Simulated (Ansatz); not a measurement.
Here is an Ansatz 0.2.0 calculation.

File input.yaml:

```yaml
crystal:
  lattice:
    - [1.4122699173, 0.8153744169, 5.9393891094]
    - [-1.4122699173, 0.8153744169, 5.9393891094]
    - [0.0, -1.6307488338, 5.9393891094]
  atoms:
    - { symbol: Pt, position: [0.0, 0.0, 0.0] }
    - { symbol: Co, position: [0.5, 0.5, 0.5], spin: 3.0 }
    - { symbol: O, position: [0.11224403, 0.11224403, 0.11224403] }
    - { symbol: O, position: [0.88775597, 0.88775597, 0.88775597] }
hamiltonian:
  xc: pbe
  pseudopotentials: { kind: paw }
magnetization:
  spin_polarized: true
  initial_magnetization: 3.0
  spin_locking: { lock_magnetization: hard }
kpoints:
  mp_grid: { grid: [9, 9, 9] }
scf:
  occupations: { method: fermi_dirac, width: 0.05 }
  lower_state_search: "off"
output:
  forces: true
  stress: true
  eigenvalues: true
```

Potentials or basis: Ansatz PAW.

Launch:

```sh
$ ansatz run input.yaml --threads 2 --pin off --max-ram 5632MiB --backend cpu --events-out ev --progress --plain --runs-dir out
```

(1) Estimate the pressure.

(2) Predict the largest force.

Results:

(1) 23.6 GPa.

(2) 2.276 eV/Å.

Caveat: the pressure holds a Pulay correction of +0.7 GPa for the finite cutoff; the total moment is fixed, so each spin has its own Fermi level; a cell with one magnetic atom can't hold antiferromagnetic order, which such compounds often take; forces of over 1 eV/Å show positions far from the minimum, so gaps and moduli don't describe the material at rest; the thresholds are loose for stress.
